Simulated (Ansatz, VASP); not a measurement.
# LiF (Griceite) in two plane-wave programs

One calculation is typed for both programs; each brings its own data sets and cutoff. How far apart do they land?

Method: plane waves, with VASP 6.6.1 beside it; single point at PBE, in Ansatz 0.2.0.

## (1) The starting structure

It takes space group Fm-3m (No. 225, cubic). Conventional cell: a = 4.028 Å, b = 4.028 Å, c = 4.028 Å, α = 90.00°, β = 90.00°, γ = 90.00°. F has 6 Li at 2.01 Å nearest. Li has 6 F at 2.01 Å nearest. Farther neighbours and most contacts between anions are not listed.

Structure file:

```cif
data_structure
_symmetry_space_group_name_H-M 'Fm-3m'
_symmetry_Int_Tables_number 225
_cell_length_a 4.0280
_cell_length_b 4.0280
_cell_length_c 4.0280
_cell_angle_alpha 90.000
_cell_angle_beta 90.000
_cell_angle_gamma 90.000
_cell_volume 65.35
loop_
_atom_site_label
_atom_site_type_symbol
_atom_site_symmetry_multiplicity
_atom_site_Wyckoff_symbol
_atom_site_fract_x
_atom_site_fract_y
_atom_site_fract_z
_atom_site_occupancy
F1 F 4 b 0.50000 0.00000 0.00000 1
Li1 Li 4 a 0.00000 0.00000 0.00000 1
```

## (2) VASP: single point, PBE

With cell and atoms fixed, the geometry can't cause a difference; cores, projectors, grids and the points listed under the comparison can.

Lines of VASP's logs that name or quote its potential files are left out, and so is its time.

INCAR

```
SYSTEM = LiF
PREC = Accurate
ENCUT = 650
EDIFF = 1E-07
NELM = 100
ISMEAR = 0
SIGMA = 0.01
LREAL = .FALSE.
ALGO = Normal
GGA = PE
NBANDS = 11
LORBIT = 11
LWAVE = .FALSE.
LCHARG = .FALSE.
KPAR = 2
```

POSCAR

```
LiF
1.0
    0.0000000000      2.0140000000      2.0140000000
    2.0140000000      0.0000000000      2.0140000000
    2.0140000000      2.0140000000      0.0000000000
F Li
1 1
Direct
    0.5000000000      0.5000000000      0.5000000000
    0.0000000000      0.0000000000      0.0000000000
```

KPOINTS

```
Automatic mesh
0
Gamma
8 8 8
0 0 0
```

Potentials, in the order of the species: F and Li_sv (PBE family, release 64).

Run with:

```bash
> mpirun -np 2 vasp_std
```

Numbers of over 12 decimals in the logs are rounded to 6 here.

The log of the run:

```text
[banner, memory and clock lines left out]
running    2 mpi-ranks, on    1 nodes
 distrk:  each k-point on    1 cores,    2 groups
 distr:  one band on    1 cores,    1 groups

 POSCAR found type information on POSCAR F Li
 POSCAR found :  2 types and       2 ions
 LDA part: xc-table for (Slater+PW92), standard interpolation
 POSCAR, INCAR and KPOINTS ok, starting setup
 FFT: planning ... GRIDC
 FFT: planning ... GRID_SOFT
 FFT: planning ... GRID
 WAVECAR not read
 entering main loop
       N       E                     dE             d eps       ncg     rms          rms(c)
DAV:   1     0.383505757419E+02    0.38351E+02   -0.63866E+03   646   0.109E+03
DAV:   2    -0.877413629443E+01   -0.47125E+02   -0.45867E+02   734   0.218E+02
DAV:   3    -0.101344400091E+02   -0.13603E+01   -0.13569E+01   829   0.341E+01
DAV:   4    -0.101499051548E+02   -0.15465E-01   -0.15463E-01   772   0.389E+00
DAV:   5    -0.101500296116E+02   -0.12446E-03   -0.12446E-03   851   0.260E-01    0.453E+00
DAV:   6    -0.963146212273E+01    0.51857E+00   -0.25716E+00   746   0.107E+01    0.141E+00
DAV:   7    -0.963534976588E+01   -0.38876E-02   -0.20969E-02   879   0.136E+00    0.870E-01
DAV:   8    -0.964169391260E+01   -0.63441E-02   -0.15959E-02   837   0.147E+00    0.118E-01
DAV:   9    -0.964169617316E+01   -0.22606E-05   -0.10360E-03   755   0.312E-01    0.454E-02
DAV:  10    -0.964178116721E+01   -0.84994E-04   -0.14962E-04   737   0.105E-01    0.154E-02
DAV:  11    -0.964178432689E+01   -0.31597E-05   -0.60399E-06   849   0.258E-02    0.215E-03
DAV:  12    -0.964178489500E+01   -0.56811E-06   -0.49504E-07   731   0.665E-03    0.831E-04
DAV:  13    -0.964178495568E+01   -0.60684E-07   -0.50072E-08   610   0.226E-03
   1 F= -.96417850E+01 E0= -.96417850E+01  d E =0.000000E+00
```

Parts of OUTCAR (step 2):

```text
ion  position               nearest neighbor table
   1  0.500  0.500  0.500-   2 2.01   2 2.01   2 2.01   2 2.01   2 2.01   2 2.01
   2  0.000  0.000  0.000-   1 2.01   1 2.01   1 2.01   1 2.01   1 2.01   1 2.01

  LATTYP: Found a face centered cubic cell.
 ALAT       =     4.0280000000

 Subroutine GETGRP returns: Found 48 space group operations
 (whereof 48 operations were pure point group operations)

The static configuration has the point symmetry O_h .

 Found     29 irreducible k-points:

   k-points           NKPTS =     29   k-points in BZ     NKDIM =     29   number of bands    NBANDS=     11

   dimension x,y,z NGX =    24 NGY =   24 NGZ =   24
   dimension x,y,z NGXF=    48 NGYF=   48 NGZF=   48

   ENCUT  =  650.0 eV  47.77 Ry    6.91 a.u.   5.92  5.92  5.92*2*pi/ulx,y,z

   NELECT =      10.0000    total number of electrons

 k-points in reciprocal lattice and weights: Automatic mesh
   0.00000000  0.00000000  0.00000000       0.002
   0.12500000  0.00000000  0.00000000       0.016
   0.25000000  0.00000000  0.00000000       0.016
   0.37500000  0.00000000  0.00000000       0.016
   0.50000000  0.00000000  0.00000000       0.008
   0.12500000  0.12500000  0.00000000       0.012
   0.25000000  0.12500000  0.00000000       0.047
   0.37500000  0.12500000  0.00000000       0.047
   0.50000000  0.12500000  0.00000000       0.047
[...]
-0.37500000  0.50000000  0.12500000       0.023
  -0.25000000  0.50000000  0.25000000       0.012

 average (electrostatic) potential at core
       1 -76.7736       2 -60.9630

 E-fermi :  -0.8091

 k-point     1 :       0.0000    0.0000    0.0000
  band No.  band energies     occupation
      1     -41.9367      2.00000
      2     -20.9986      2.00000
      3      -1.0255      2.00000
      4      -1.0255      2.00000
      5      -1.0255      2.00000
      6       8.0602      0.00000
      7      22.9448      0.00000
      8      22.9448      0.00000
      9      22.9459      0.00000
     10      23.3034      0.00000
    ...

 k-point     2 :       0.1250    0.0000    0.0000
  band No.  band energies     occupation
      1     -41.9281      2.00000
      2     -20.9389      2.00000
      3      -1.4611      2.00000
      4      -1.0607      2.00000
      5      -1.0607      2.00000
      6       8.4983      0.00000
      7      19.5639      0.00000
      8      21.3109      0.00000
      9      21.3109      0.00000
     10      24.6017      0.00000
    ...

 k-point     3 :       0.2500    0.0000    0.0000
  band No.  band energies     occupation
      1     -41.9074      2.00000
      2     -20.7893      2.00000
      3      -2.3953      2.00000
      4      -1.1427      2.00000
      5      -1.1427      2.00000
      6       9.3180      0.00000
      7      16.9170      0.00000
      8      19.5294      0.00000
      9      19.5294      0.00000
     10      25.9927      0.00000
    ...

  Total        0.1173272      0.1173272      0.1173272     -0.0000000      0.0000000     -0.0000000
  in kB       11.5053733     11.5053733     11.5053733     -0.0000000      0.0000000     -0.0000000
  external PRESSURE =      11.5053733 kB  Pullay stress =       0.0000000 kB

  energy-cutoff  :      650.00
  volume of cell :       16.34
      direct lattice vectors                 reciprocal lattice vectors
     0.000000000  2.014000000  2.014000000    -0.248262165  0.248262165  0.248262165
     2.014000000  0.000000000  2.014000000     0.248262165 -0.248262165  0.248262165
     2.014000000  2.014000000  0.000000000     0.248262165  0.248262165 -0.248262165

 POSITION                                       TOTAL-FORCE (eV/Angst)
 -----------------------------------------------------------------------------------
      2.01400      2.01400      2.01400         0.000000      0.000000      0.000000
      0.00000      0.00000      0.00000        -0.000000     -0.000000     -0.000000
 -----------------------------------------------------------------------------------
    total drift:                               -0.000000     -0.000000      0.000000

  FREE ENERGIE OF THE ION-ELECTRON SYSTEM (eV)
  ---------------------------------------------------
  free  energy   TOTEN  =        -9.6417849557 eV

  energy  without entropy=       -9.6417849557  energy(sigma->0) =       -9.64178496

 total charge
# of ion       s       p       d       tot
------------------------------------------
    1        1.724   4.414   0.000   6.138
    2        2.017   0.048   0.000   2.065
--------------------------------------------------
tot          3.741   4.462   0.000   8.203

[... 3 further parts left out ...]
```

The run ends at a pressure of 1.15 GPa.

## (3) Ansatz: single point, PBE

Ansatz runs on its default PAW (the set named soft_2) files.

The same cell, functional, mesh and smearing now go to Ansatz, which takes its cutoff from its data sets.

input.yaml

```yaml
crystal:
  lattice:
    - [0.0, 2.014, 2.014]
    - [2.014, 0.0, 2.014]
    - [2.014, 2.014, 0.0]
  atoms:
    - { symbol: F, position: [0.5, 0.5, 0.5] }
    - { symbol: Li, position: [0.0, 0.0, 0.0] }
hamiltonian:
  xc: pbe
  pseudopotentials: { kind: paw }
kpoints:
  mp_grid: { grid: [8, 8, 8] }
scf:
  occupations: { method: gaussian, width: 0.01 }
  n_extra_bands: 4
output:
  forces: true
  stress: true
  eigenvalues: true
  write_density: true
  write_potential: true
  elf: true
  volumetric_format: npy
```

Run with:

```bash
> ansatz run input.yaml --threads 2 --pin off --max-ram 4608MiB --backend cpu --events-out ev --progress --plain --runs-dir out
```

The log of the run:

```text
scf.n_extra_bands = 4 over 5 filled bands (N_el = 10.0): the run solves 9 bands
Engine: ansatz 0.2.0, aarch64-unknown-linux-gnu
Pseudopotentials: kind: paw
Pseudopotential: F, paw, valence charge 7, recommended cutoff 420 eV (normal), F.paw.azcp
Pseudopotential: Li, paw, valence charge 3, recommended cutoff 420 eV (normal), Li.paw.azcp
Functional definition: PBE
  parameter kappa = 0.804
  parameter beta = 0.066725
  exchange = pbe_x(kappa = kappa, mu = beta*pi^2/3)
  correlation = pbe_c(beta = beta)
Crystal: 2 atoms, lattice volume = 16.338 Å³
Basis set: ecut = 420 eV, 331 PW (Γ), exchange–correlation on 40×40×40 points (8 copies of the dense FFT grid, shifted against one another)
Bands: 9, of which v1, the nominal top of the filled ones, is band 5 counted from 1 (4 counted from 0)
Symmetry: 48 space group operations
Space group: Fm-3m (ITA 225), of the structure as read, at distance tolerance 2.5e-5 Å
k-points: 29 of 512
Non-local potential: F, projectors of the file, l = 0: 2, l = 1: 2, l = 2: 1
Non-local potential: Li, projectors of the file, l = 0: 3, l = 1: 2, l = 2: 1
PAW form: soft (Blöchl's): semilocal exchange-correlation on the pseudo side does not see the compensation charge
PAW one-centre angular grid: F, 110 points (default); XC on 64 Gauss nodes
PAW one-centre angular grid: Li, 110 points (default); XC on 64 Gauss nodes
Initial density: superposition of atomic densities (neutral atoms: chi_scale 0, normalization atom), corrected by the library's trained network
Initial wavefunctions: pseudopotential atomic-orbital guess
Functional: x = pbe(κ = 0.804, μ = 0.219515), c = pbe(β = 0.066725)
SCF iter   1: F=—  HF=-1016.167436 eV  |F-HF|=—  |Δ(HF+E_count)|=         —  Δρ=5.97e-4  dr2=1.70e-5  ethr=1.77e-3  ⟨swp⟩=5.7  Hψ=1633  notcnv=0
preconditioner: auto → none  [insulator: Δε(μ)=9.078 eV  Ē_g=22.683 eV  σ=0.010 eV  W_gap=1.00  n_scr=0 (ndim 8)  ℏωp=26.0 eV  f_vac=0.000  D(μ)=0.00/eV (n_scr^D=0)  ε∞_Penn≈2.3]
SCF iter   2: F=—  HF=-1016.167462 eV  |F-HF|=—  |Δ(HF+E_count)|=   2.56e-5  Δρ=8.38e-4  dr2=6.87e-5  ethr=1.70e-7  ⟨swp⟩=2.0  Hψ=725  notcnv=0
SCF iter   3: F=—  HF=-1016.167458 eV  |F-HF|=—  |Δ(HF+E_count)|=   3.71e-6  Δρ=4.19e-4  dr2=1.63e-5  ethr=1.70e-7  ⟨swp⟩=2.4  Hψ=354  notcnv=0
SCF iter   4: F=—  HF=-1016.167481 eV  |F-HF|=—  |Δ(HF+E_count)|=   2.31e-5  Δρ=2.20e-4  dr2=4.77e-6  ethr=1.63e-7  ⟨swp⟩=2.0  Hψ=477  notcnv=0
SCF iter   5: F=—  HF=-1016.167482 eV  |F-HF|=—  |Δ(HF+E_count)|=   2.11e-7  Δρ=1.37e-4  dr2=1.99e-6  ethr=4.77e-8  ⟨swp⟩=1.0  Hψ=261  notcnv=0
SCF iter   6: F=—  HF=-1016.167481 eV  |F-HF|=—  |Δ(HF+E_count)|=   4.26e-7  Δρ=5.53e-5  dr2=3.30e-7  ethr=1.99e-8  ⟨swp⟩=1.7  Hψ=315  notcnv=0
SCF iter   7: F=-1016.167481 eV  HF=-1016.167481 eV  |F-HF|=8.88e-9  |Δ(HF+E_count)|=   9.72e-8  Δρ=9.75e-6  dr2=1.04e-8  ethr=1.00e-9  ⟨swp⟩=4.3  Hψ=1177  notcnv=0
SCF 1 converged in 7 iterations: F = -1016.167481 eV  dr2 = 1.04e-8
  greatest PAW one-centre occupation: 1.000 electrons in one spin orbital (limit 2), on the Li atom at site 1 (counted from 0), in its partial waves of l = 0
SCF converged after 7 iterations
Free energy (F): -1016.167481 eV
Harris-Foulkes:  -1016.167481 eV  (|F-HF|=8.88e-9)
Internal energy: -1016.167481 eV  (E = F + TS)
E sigma→0 (E₀):  -1016.167481 eV
Fermi energy:    5.542539 eV
--- Per-component energies (eV) ---
  E_band       = -117.692637
  E_kinetic    = 230.623378
  E_local      = -640.971488  (includes V_loc(G=0)·N_el)
  E_nonlocal   = 40.377711
  E_hartree    = 224.577685
  E_xc         = -91.834846
  E_vxc        = -117.802054  (∫ρ·V_xc dr)
  E_paw        = -221.812452  (= ΣΔE_a)
  E_vpaw       = -79.074970  (= ΣTr[D̂ρ^β])
  E_aug_tail   = 0.002217  (compensation charges beyond the density's cutoff)
  E_ewald      = -557.129686
  E_smearing   = -0.000000  (= −TS)
  E_closure    = -0.000000  (closes the sum)
  Σ components = -1016.167481   (vs F -1016.167481, Δ=0.00e0)
--- Forces (eV/Å), atoms counted from 1 ---
  atom   1  F      0.00000000    -0.00000000    -0.00000000
  atom   2  Li    -0.00000000     0.00000000     0.00000000
  max |Σ_I F_I| component: 3.23e-29 eV/Å
--- Stress (GPa, compression-positive) ---
        2.117604       0.000000       0.000000
        0.000000       2.117604       0.000000
        0.000000       0.000000       2.117604
  P = ⅓ Tr σ = 2.1176 GPa (21.176 kbar)
--- Band table (eV; the first three rows and the last of 29) ---
  k-point 0: bands = ["-39.8903", "-18.9696", "0.9980", "0.9980", "0.9980", "10.0871", "24.9531", "24.9531", "24.9531"]
  k-point 1: bands = ["-39.8817", "-18.9101", "0.5635", "0.9634", "0.9634", "10.5270", "21.5985", "23.3338", "23.3338"]
  k-point 2: bands = ["-39.8612", "-18.7617", "-0.3697", "0.8820", "0.8820", "11.3525", "18.9536", "21.5574", "21.5574"]
  k-point 28: bands = ["-39.8160", "-18.3006", "-1.0725", "-1.0725", "0.2033", "16.0648", "16.0648", "18.4456", "20.2546"]
```

The job ended after 0.34 s (2 threads of Arm Neoverse V2, shared host; peak memory 0.25 GiB).

In the SCF lines HF is the Harris–Foulkes energy and dr2 the Hartree energy of the density residual, in eV; the loop may stop once dr2 is under the threshold and the program's other checks hold. Hψ counts applications of the Hamiltonian.

The run ends at a pressure of 2.12 GPa.

## (4) Differences

Known differences besides the potentials themselves: the cutoff is 420 eV in Ansatz and 650 eV in VASP; VASP leaves aspherical gradient terms in its spheres out (LASPH is not set), Ansatz keeps them. Total energies have different zeros and are not compared.

Both answers:

| quantity | Ansatz | VASP | difference |
| --- | --- | --- | --- |
| pressure (GPa) | 2.12 | 1.15 | +0.97 |
| pressure without Ansatz's Pulay correction (GPa) | 1.42 | 1.15 | +0.27 |
| gap on the k mesh (eV) | 9.089 | 9.086 | +0.003 |

A gap on the mesh is an upper bound, since the band edges may lie between its points. Ansatz's pressure holds a Pulay correction of 0.70 GPa; VASP's holds none.

## (5) Outcome

```
difference in gap on the k mesh (single point, PBE) : 0.0035 eV
difference in pressure (single point, PBE)          : 0.97 GPa
```

In words: The difference in pressure is 0.97 GPa (single point, PBE), at about the 1 GPa picked in this series as the mark of a large difference. How closely two codes agree says nothing of how well the functional describes the real material.

[Lines on the potential files, build, host, timing and source positions are cut from VASP's logs without a mark.]

[Logs are printed without paths, hosts, clocks, repeated set-up lines and the standing remarks that a program may print on its own settings, such as how far it seeks lower states.]

[Hosts, paths, dates, database ids (printed as entryN), source tags and the programs' standing remarks are cut or masked in the printed files.]
